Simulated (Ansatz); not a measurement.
# Te2Mo in Ansatz: settings compared

One slab, Te2Mo, is run at these levels: RPBE+D3(BJ), LDA; tasks: relaxation of cell and atoms.

Program: Ansatz 0.2.0. These are calculated values, not measurements. Logs are shortened: lines on timing, memory, paths and dates and some standing lists are left out, and cuts for length are marked.

**1. Starting point**

The cell holds a slab with vacuum, 9 atoms: a = 3.562 Å, b = 3.562 Å, c = 31.563 Å, α = 90.00°, β = 90.00°, γ = 120.00°.

**2. Relaxation of cell and atoms, RPBE+D3(BJ)**

File input.yaml:

```yaml
crystal:
  lattice:
    - [3.5624185427, 0.0, 0.0]
    - [-1.7812092714, 3.0851449569, 0.0]
    - [0.0, 0.0, 31.56326574]
  atoms:
    - { symbol: Te, position: [0.0, 0.0, 0.05676208] }
    - { symbol: Te, position: [0.3333333333, 0.6666666667, 0.28898622] }
    - { symbol: Te, position: [0.3333333333, 0.6666666667, 0.82440425] }
    - { symbol: Te, position: [0.3333333333, 0.6666666667, 0.17559575] }
    - { symbol: Te, position: [0.3333333333, 0.6666666667, 0.71101378] }
    - { symbol: Te, position: [0.0, 0.0, 0.94323792] }
    - { symbol: Mo, position: [0.3333333333, 0.6666666667, 0.0] }
    - { symbol: Mo, position: [0.0, 0.0, 0.23230601] }
    - { symbol: Mo, position: [0.0, 0.0, 0.76769399] }
hamiltonian:
  xc: rpbe
  pseudopotentials: { kind: paw }
  dispersion: d3bj
kpoints:
  mp_grid: { grid: [9, 9, 1] }
scf:
  occupations: { method: fermi_dirac, width: 0.05 }
output:
  forces: true
  stress: true
  eigenvalues: true
relax:
  f_tol: 0.01
  max_steps: 40
  cell: { stress_tol: 0.05 }
```

Potentials or basis: Ansatz PAW.

Run with:

```console
> ansatz run input.yaml --threads 4 --pin off --max-ram 11264MiB --backend cpu --events-out ev --progress --plain --runs-dir out
```

Output:

```text
Warning: RAYON_NUM_THREADS=4 ignored (pool sized by the plan → 4); use --threads N
Engine: ansatz 0.2.0, aarch64-unknown-linux-gnu
Pseudopotentials: kind: paw
Pseudopotential: Te, paw, valence charge 16, recommended cutoff 420 eV (normal), Te.paw.azcp
Pseudopotential: Mo, paw, valence charge 14, recommended cutoff 420 eV (normal), Mo.paw.azcp
Functional definition: RPBE
  parameter kappa = 0.804
  parameter beta = 0.06672455060314922
  exchange = rpbe_x(kappa = kappa, mu = beta*pi^2/3)
  correlation = pbe_c(beta = beta)
Crystal: 9 atoms, lattice volume = 346.899 Å³
Basis set: ecut = 420 eV, 6699 PW (Γ), exchange–correlation on 48×48×432 points (8 copies of the dense FFT grid, shifted against one another)
Bands: 83, of which v1, the nominal top of the filled ones, is band 69 counted from 1 (68 counted from 0)
Symmetry: 12 space group operations
Space group: P-6m2 (ITA 187), of the structure as read, at distance tolerance 7.0e-5 Å
k-points: 12 of 81 (time reversal used)
Non-local potential: Te, projectors of the file, l = 0: 2, l = 1: 2, l = 2: 2, l = 3: 2
Non-local potential: Mo, projectors of the file, l = 0: 3, l = 1: 2, l = 2: 2, l = 3: 1
PAW form: soft (Blöchl's): semilocal exchange-correlation on the pseudo side does not see the compensation charge
PAW frozen core: Te, regenerated for the run's functional, and the local potential with it (the file was generated under x = pbe(κ = 0.804, μ = 0.2195149727645171), c = pbe(β = 0.06672455060314922))
PAW frozen core: Mo, regenerated for the run's functional, and the local potential with it (the file was generated under x = pbe(κ = 0.804, μ = 0.2195149727645171), c = pbe(β = 0.06672455060314922))
PAW one-centre angular grid: Te, 590 points (default); XC on 64 Gauss nodes
PAW one-centre angular grid: Mo, 590 points (default); XC on 64 Gauss nodes
Initial density: superposition of atomic densities (neutral atoms: chi_scale 0, normalization atom), corrected by the library's trained network
Initial wavefunctions: pseudopotential atomic-orbital guess
Functional: x = rpbe, c = pbe(β = 0.06672455060314922)
SCF iter   1: F=—  HF=-56846.610666 eV  |F-HF|=—  |Δ(HF+E_count)|=         —  Δρ=4.19e-3  dr2=1.23e-1  ethr=1.77e-3  ⟨swp⟩=8.5  Hψ=3993  notcnv=0  defer=2
preconditioner: auto → Resta (q_TF=auto, 2.340 Å⁻¹)  ε∞=5.3  [insulator: Δε(μ)=0.953 eV  Ē_g=7.044 eV  σ=0.050 eV  W_gap=1.00  n_scr=88 (ndim 8)  ℏωp=14.7 eV  f_vac=0.327  D(μ)=0.00/eV (n_scr^D=0)  ε∞_Penn≈5.3  vacuum switching on, ρ_ref=3.6e-3 e/Å³]
SCF iter   2: F=—  HF=-56846.616301 eV  |F-HF|=—  |Δ(HF+E_count)|=   5.64e-3  Δρ=2.45e-3  dr2=2.86e-2  ethr=8.91e-5  ⟨swp⟩=2.7  Hψ=1620  notcnv=0  defer=36
SCF iter   3: F=—  HF=-56846.618062 eV  |F-HF|=—  |Δ(HF+E_count)|=   1.76e-3  Δρ=1.52e-3  dr2=4.74e-3  ethr=2.07e-5  ⟨swp⟩=2.0  Hψ=1120  notcnv=0  defer=36
SCF iter   4: F=—  HF=-56846.621577 eV  |F-HF|=—  |Δ(HF+E_count)|=   3.51e-3  Δρ=6.49e-4  dr2=3.46e-3  ethr=3.43e-6  ⟨swp⟩=2.0  Hψ=1230  notcnv=0  defer=36
SCF iter   5: F=—  HF=-56846.621748 eV  |F-HF|=—  |Δ(HF+E_count)|=   1.71e-4  Δρ=1.25e-4  dr2=1.03e-4  ethr=2.51e-6  ⟨swp⟩=2.0  Hψ=1102  notcnv=0  defer=36
SCF iter   6: F=—  HF=-56846.621808 eV  |F-HF|=—  |Δ(HF+E_count)|=   6.00e-5  Δρ=5.70e-5  dr2=2.65e-5  ethr=7.45e-8  ⟨swp⟩=2.3  Hψ=1298  notcnv=0  defer=36
SCF iter   7: F=—  HF=-56846.622068 eV  |F-HF|=—  |Δ(HF+E_count)|=   2.60e-4  Δρ=3.46e-5  dr2=1.19e-5  ethr=1.92e-8  ⟨swp⟩=2.1  Hψ=1299  notcnv=0  defer=36
SCF iter   8: F=—  HF=-56846.622068 eV  |F-HF|=—  |Δ(HF+E_count)|=   4.78e-7  Δρ=1.96e-5  dr2=3.74e-6  ethr=8.65e-9  ⟨swp⟩=2.0  Hψ=1206  notcnv=0  defer=36
SCF iter   9: F=—  HF=-56846.622068 eV  |F-HF|=—  |Δ(HF+E_count)|=   3.75e-7  Δρ=5.76e-6  dr2=2.13e-7  ethr=2.71e-9  ⟨swp⟩=2.0  Hψ=1212  notcnv=0  defer=36
SCF iter  10: F=-56846.622069 eV  HF=-56846.622069 eV  |F-HF|=1.97e-8  |Δ(HF+E_count)|=   2.72e-7  Δρ=1.68e-6  dr2=2.29e-8  ethr=7.25e-11  ⟨swp⟩=12.8  Hψ=4359  notcnv=0
SCF 1 converged in 10 iterations: F = -56846.622069 eV  dr2 = 2.29e-8
[... 409 lines left out ...]
SCF iter   5: F=—  HF=-56852.272046 eV  |F-HF|=—  |Δ(HF+E_count)|=   1.85e-8  Δρ=1.01e-6  dr2=9.58e-10  ethr=8.32e-11  ⟨swp⟩=3.0  Hψ=1928  notcnv=0
SCF iter   6: F=—  HF=-56852.272046 eV  |F-HF|=—  |Δ(HF+E_count)|=  4.15e-10  Δρ=2.42e-7  dr2=1.21e-10  ethr=1.00e-12  ⟨swp⟩=5.8  Hψ=3462  notcnv=0
SCF iter   7: F=-56852.272046 eV  HF=-56852.272046 eV  |F-HF|=1.46e-11  |Δ(HF+E_count)|=  1.46e-10  Δρ=6.42e-8  dr2=1.08e-11  ethr=1.00e-12  ⟨swp⟩=4.0  Hψ=3000  notcnv=0
SCF 32 converged in 7 iterations: F = -56852.272046 eV  dr2 = 1.08e-11
relax step  32: F+E_penalty+E_count = -56852.27204614 eV  Δ(F+E_penalty+E_count) = +1.423e-2 eV  max|allowed force component| = 3.313e-3 eV/Å  Δτ_max = 0.0000 Å  P = -0.003 GPa  Ω = 168.789 Å³  stress off target by 3.58e-3 GPa  SCF on the basis re-selected at this cell (its energy is not comparable with the rows above)  (7 SCF iters)
basis re-selected at this cell: Δ(F+E_penalty+E_count) = +1.423e-2 eV, ΔP = -0.013 GPa vs the last step (what re-selecting the basis moved, of the pressure what is left beyond the Pulay correction that the steps carried, after the strain that the cell walked since its last selection, with what the two solves' SCF thresholds leave and, on support functions, any second-order correction that the steps lacked; it is no measure of the basis error at this ecutwfc). The dense FFT grid was sized anew with the basis: this SCF ran on 24×24×135 points, the steps before it on 24×24×216, so part of this shift can come from that change (see relax.cell in the input reference). This SCF's stress stands 3.58e-3 GPa from its target on what of the cell is left free (relax.cell.stress_tol is 5.00e-2 GPa) and its largest allowed force component is 3.31e-3 eV/Å (relax.f_tol is 1.00e-2 eV/Å): within both
SCF converged after 7 iterations
Free energy (F): -56852.272046 eV
Harris-Foulkes:  -56852.272046 eV  (|F-HF|=1.46e-11)
Internal energy: -56852.250688 eV  (E = F + TS)
E sigma→0 (E₀):  -56852.261367 eV
Entropy (-TS):   -0.021359 eV (-2.373 meV/atom)
Fermi energy:    18.833300 eV
--- Per-component energies (eV) ---
  E_band       = -964.208311
  E_kinetic    = 2465.552283
  E_local      = -8714.446571  (includes V_loc(G=0)·N_el)
  E_nonlocal   = -1433.786953
  E_hartree    = 5386.968025
  E_xc         = -1321.627334
  E_vxc        = -1344.472462  (∫ρ·V_xc dr)
  E_paw        = -37656.440684  (= ΣΔE_a)
  E_vpaw       = -2710.989657  (= ΣTr[D̂ρ^β])
  E_aug_tail   = -0.000854  (compensation charges beyond the density's cutoff)
  E_ewald      = -15543.127202
  E_disp       = -34.834243  (pairwise vdW)
  E_core_change = -0.507154  (= ΣΔE_core)
  E_smearing   = -0.021359  (= −TS)
  E_closure    = 0.000000  (closes the sum)
  Σ components = -56852.272046   (vs F -56852.272046, Δ=0.00e0)
--- Forces (eV/Å), atoms counted from 1 ---
  atom   1  Te    -0.00000000    -0.00000000     0.00056632
  atom   2  Te     0.00000000     0.00000000     0.00331259
  atom   3  Te     0.00000000     0.00000000     0.00138668
  atom   4  Te     0.00000000     0.00000000    -0.00138668
  atom   5  Te     0.00000000     0.00000000    -0.00331259
  atom   6  Te    -0.00000000    -0.00000000    -0.00056632
  atom   7  Mo     0.00000000     0.00000000    -0.00000000
  atom   8  Mo    -0.00000000    -0.00000000    -0.00060834
  atom   9  Mo    -0.00000000    -0.00000000     0.00060834
  max |Σ_I F_I| component: 9.25e-18 eV/Å
--- Stress (GPa, compression-positive) ---
       -0.003577       0.000000      -0.000000
        0.000000      -0.003577       0.000000
       -0.000000       0.000000      -0.001454
  P = ⅓ Tr σ = -0.0029 GPa (-0.029 kbar)
--- Band table (eV; the first three rows and the last of 12) ---
  k-point 0: bands = ["-42.1462", "-42.1168", "-42.1168", "-18.9606", "-18.9606", "-18.9526", "-18.9526", "-18.9012", "-18.8972", "-18.8972", "-18.8972", "-18.8952", "-18.8952", "-18.8814", "-18.8814", "-18.8742", "-18.8742", "-18.8341", "-18.8341", "-18.8078", "-18.8078", "-18.8073", "-18.8073", "-18.7302", "-18.7302", "-18.7298", "-18.7298", "-18.6423", "-18.6275", "-18.6265", "-18.6265", "-18.6232", "-18.6232", "-16.5605", "-16.5478", "-16.5477", "-16.0521", "-16.0521", "-16.0061", "-16.0061", "-16.0061", "-16.0061", "2.6350", "2.8962", "3.8756", "4.3619", "4.7656", "5.3313", "10.5241", "11.6727", "12.2838", "14.2258", "14.6430", "15.8849", "16.8691", "16.8691", "16.9629", "16.9629", "16.9655", "16.9655", "16.9663", "17.8851", "17.8851", "17.9752", "17.9752", "18.0057", "18.0057", "18.6369", "18.8865", "22.1975", "22.1975", "22.2186", "22.2186", "22.8677", "22.8677", "23.0081", "23.0081", "23.3742", "23.3742", "23.3953", "23.3953", "24.8541", "26.3708"]
  k-point 1: bands = ["-42.1410", "-42.1116", "-42.1116", "-18.9608", "-18.9558", "-18.9516", "-18.9437", "-18.8999", "-18.8995", "-18.8982", "-18.8932", "-18.8908", "-18.8882", "-18.8842", "-18.8819", "-18.8786", "-18.8739", "-18.8294", "-18.8293", "-18.8121", "-18.8121", "-18.8087", "-18.8081", "-18.7320", "-18.7316", "-18.7212", "-18.7208", "-18.6380", "-18.6323", "-18.6293", "-18.6280", "-18.6246", "-18.6227", "-16.5413", "-16.5283", "-16.5283", "-16.1027", "-16.0626", "-16.0564", "-16.0564", "-16.0166", "-16.0166", "2.8884", "3.1351", "4.1200", "4.5955", "4.9830", "5.5114", "10.7985", "11.8723", "12.4834", "14.2853", "14.7344", "16.0136", "16.3851", "16.4747", "16.5249", "16.6517", "17.0844", "17.1897", "17.2001", "17.3582", "17.5297", "17.5706", "17.6808", "17.7299", "17.9696", "18.4636", "18.8904", "20.9797", "21.2408", "21.5524", "21.5685", "21.8064", "22.0874", "22.1120", "22.1512", "22.5664", "22.9898", "23.1590", "23.2638", "24.8264", "26.0221"]
  k-point 2: bands = ["-42.1279", "-42.0986", "-42.0986", "-18.9668", "-18.9626", "-18.9299", "-18.9212", "-18.9103", "-18.9046", "-18.8979", "-18.8972", "-18.8939", "-18.8866", "-18.8837", "-18.8794", "-18.8602", "-18.8600", "-18.8266", "-18.8262", "-18.8131", "-18.8127", "-18.8107", "-18.8098", "-18.7369", "-18.7363", "-18.6985", "-18.6982", "-18.6472", "-18.6434", "-18.6316", "-18.6282", "-18.6251", "-18.6104", "-16.4931", "-16.4795", "-16.4795", "-16.2286", "-16.1817", "-16.1817", "-16.0893", "-16.0431", "-16.0431", "3.6346", "3.8379", "4.8274", "5.2770", "5.6161", "6.0329", "11.5241", "12.3061", "12.9278", "14.2886", "14.5725", "15.0233", "15.0533", "15.4972", "15.6012", "16.2687", "16.4172", "16.5989", "16.8411", "17.0004", "17.1253", "17.2754", "17.3521", "17.6030", "17.6441", "17.8281", "17.8457", "19.6866", "20.2424", "20.3014", "20.5889", "21.0335", "21.0635", "21.1374", "21.6845", "21.9225", "22.4004", "22.8492", "23.4359", "24.2638", "24.5696"]
  k-point 11: bands = ["-42.0963", "-42.0671", "-42.0671", "-18.9737", "-18.9398", "-18.9153", "-18.9136", "-18.9076", "-18.9045", "-18.9035", "-18.8978", "-18.8886", "-18.8856", "-18.8759", "-18.8653", "-18.8512", "-18.8495", "-18.8347", "-18.8322", "-18.8205", "-18.8152", "-18.7882", "-18.7876", "-18.7041", "-18.7033", "-18.6867", "-18.6860", "-18.6590", "-18.6554", "-18.6533", "-18.6498", "-18.6015", "-18.5863", "-16.3795", "-16.3676", "-16.3648", "-16.3647", "-16.3198", "-16.3198", "-16.3099", "-16.2622", "-16.2622", "7.4694", "7.5684", "7.6025", "7.6654", "7.8453", "8.2210", "11.5917", "11.8479", "11.9316", "12.0949", "12.1615", "12.5686", "12.6380", "12.7792", "13.2439", "13.2937", "13.4906", "13.5784", "14.5474", "15.3985", "15.4949", "15.8574", "16.0346", "16.5288", "17.4895", "17.6974", "18.0471", "18.7254", "19.1498", "19.9298", "20.1186", "20.1580", "20.3691", "21.1651", "21.3335", "21.6915", "22.9213", "23.0212", "23.1086", "23.1894", "24.0224"]
--- Relaxed structure (31 steps of the walk, 31 accepted, 1 SCFs on fresh bases) ---
  F+E_penalty+E_count = -56852.27204614 eV   max|allowed force component| = 3.313e-3 eV/Å   (the final SCF, on the basis selected at the relaxed cell)
  cell:  # Å, volume = 168.7888 Å³
    - [3.143528101785213, 2.5473045498216438e-11, 0.0]
    - [-1.5717640509146669, 2.7223751936435328, 0.0]
    - [0.0, 0.0, 19.72323870475694]
  atoms:
    - { symbol: Te, position: [0.0, -2.17018904013385e-17, 0.09564939914653693] }
    - { symbol: Te, position: [0.3333333333333333, 0.6666666666666666, 0.4140977198096912] }
    - { symbol: Te, position: [0.3333333333333333, 0.6666666666666666, 0.7774893102573384] }
    - { symbol: Te, position: [0.3333333333333333, 0.6666666666666666, 0.22251068974266164] }
    - { symbol: Te, position: [0.3333333333333333, 0.6666666666666666, 0.5859022801903091] }
    - { symbol: Te, position: [-3.0814879110195774e-33, -2.17018904013385e-17, 0.9043506008534634] }
    - { symbol: Mo, position: [0.3333333333333333, 0.6666666666666666, 3.4121125705868357e-19] }
    - { symbol: Mo, position: [1.5407439555097887e-33, -2.17018904013385e-17, 0.31819085665654273] }
    - { symbol: Mo, position: [0.0, -2.17018904013385e-17, 0.6818091433434571] }
```

Wall time 5.9 min (4 threads of Arm Neoverse V2, shared host); peak memory 1.2 GiB.

What came out:

* Free energy: -56852.2720 eV
* Relaxed volume: 18.75 Å³/atom
* Relaxed cell: a = 3.144 Å, b = 3.144 Å, c = 19.723 Å, α = 90.00°, β = 90.00°, γ = 120.00°
* Space group after relaxing (to 0.05 Å): P-6m2 (No. 187)
* Energy gained by relaxing: 627.8 meV/atom
* Ionic steps: 32
* Largest force after relaxing: 0.003 eV/Å
* Band gap on the k mesh: none (metal or under the smearing width)

Forces in eV/Å, atoms in the order of the input:
```
Te   0.000  0.000  0.001
Te   0.000  0.000  0.003
Te   0.000  0.000  0.001
Te   0.000  0.000 -0.001
Te   0.000  0.000 -0.003
Te   0.000  0.000 -0.001
Mo   0.000  0.000  0.000
Mo   0.000  0.000 -0.001
Mo   0.000  0.000  0.001
```

Step by step:
| step | energy change (eV) | largest force (eV/Å) | volume (Å³) |
| --- | --- | --- | --- |
| 1 | 0.0000 | 1.2087 | 346.90 |
| 2 | -2.1096 | 1.5598 | 307.55 |
| 3 | -3.7333 | 0.5485 | 277.97 |
| 4 | -4.5202 | 0.9621 | 254.91 |
| 5 | -5.0736 | 0.1849 | 242.49 |
| 6 | -5.1073 | 0.0751 | 240.88 |
| 7 | -5.1081 | 0.0223 | 240.10 |
| 8 | -5.1084 | 0.0046 | 239.57 |
| 9 | -5.1099 | 0.0692 | 235.34 |
| 10 | -5.1138 | 0.1227 | 229.73 |
| 11 | -5.1180 | 0.0883 | 224.86 |
| 12 | -5.1232 | 0.0451 | 220.56 |
| 13 | -5.1288 | 0.0179 | 216.27 |
| 14 | -5.1351 | 0.0816 | 212.34 |
| 15 | -5.1373 | 0.2730 | 208.04 |
| 16 | -5.1542 | 0.0403 | 204.51 |
| 17 | -5.1675 | 0.0439 | 200.99 |
| 18 | -5.1837 | 0.0935 | 197.21 |
| 19 | -5.2046 | 0.0801 | 193.97 |
| 20 | -5.2297 | 0.1569 | 190.34 |
| 21 | -5.2618 | 0.0920 | 187.70 |
| 22 | -5.2997 | 0.2761 | 183.58 |
| 23 | -5.3404 | 0.3054 | 183.04 |
| 24 | -5.4144 | 0.2471 | 177.95 |
| 25 | -5.4940 | 0.2001 | 175.04 |
| 26 | -5.5808 | 0.2253 | 172.05 |
| 27 | -5.6498 | 0.1062 | 169.53 |
| 28 | -5.6623 | 0.0609 | 168.43 |
| 29 | -5.6641 | 0.0153 | 168.77 |
| 30 | -5.6641 | 0.0089 | 168.93 |
| 31 | -5.6642 | 0.0021 | 168.79 |
| 32 | -5.6500 | 0.0033 | 168.79 |

Final structure:
```
CELL_PARAMETERS angstrom
3.14353 0.00000 0.00000
-1.57176 2.72238 0.00000
0.00000 0.00000 19.72324
ATOMIC_POSITIONS crystal
Te 0.00000 0.00000 0.09565
Te 0.33333 0.66667 0.41410
Te 0.33333 0.66667 0.77749
Te 0.33333 0.66667 0.22251
Te 0.33333 0.66667 0.58590
Te 0.00000 0.00000 0.90435
Mo 0.33333 0.66667 0.00000
Mo 0.00000 0.00000 0.31819
Mo 0.00000 0.00000 0.68181
```

Caveat: the volume moved by over 15 % at a fixed basis, so the end points are rough; the plane-wave basis is chosen anew once the cell has moved, so the energies of steps on either side of that aren't comparable; the PAW data sets come from PBE, with cores solved anew for the run's functional, which leaves a small shift of forces and pressure.

[end of part 1 of 2]
